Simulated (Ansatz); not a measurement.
# Direct or indirect: MgI2 sheet (P-3m1)

```xyz
3
Lattice="4.2001 0.0000 0.0000 -2.1000 3.6374 0.0000 0.0000 0.0000 18.3500" Properties=species:S:1:pos:R:3 pbc="T T T"
I     0.0000    0.0000   10.8506
I     2.1000    1.2125    7.4994
Mg    0.0000    2.4249    9.1750
```

Method: Ansatz, PBE, independent particles, without spin-orbit coupling, line width 0.05 eV (Gaussian). The band structure gives a fundamental gap of 3.65 eV. The spectrum of vertical transitions near the edge:

| E (eV) | absorbance (%), E ∥ xy |
| --- | --- |
| 3.18 | 0.00 |
| 3.30 | 0.00 |
| 3.42 | 0.00 |
| 3.54 | 0.00 |
| 3.66 | 0.00 |
| 3.78 | 0.00 |
| 3.90 | 0.01 |
| 4.02 | 2.00 |
| 4.14 | 2.67 |
| 4.26 | 2.59 |
| 4.38 | 2.92 |
| 4.50 | 3.06 |
| 4.62 | 3.17 |
| 4.74 | 5.21 |
| 4.86 | 10.63 |
| 4.98 | 12.05 |
| 5.10 | 12.78 |
| 5.22 | 16.46 |

(1) Is the gap direct or indirect, and about where do vertical transitions set in?

Answers

(1) Indirect, by the band path, whose least direct gap is 4.00 eV. The curves fit this: they stay near zero above 3.65 eV and rise only from about 4.0 eV, though a forbidden direct transition would look alike. Lines are broadened by 0.05 eV, which spreads the edge, and phonons, which would give weak absorption from the fundamental gap up, are left out.

[Logs are printed without paths, hosts, clocks, repeated set-up lines and the standing remarks that a program may print on its own settings, such as how far it seeks lower states.]
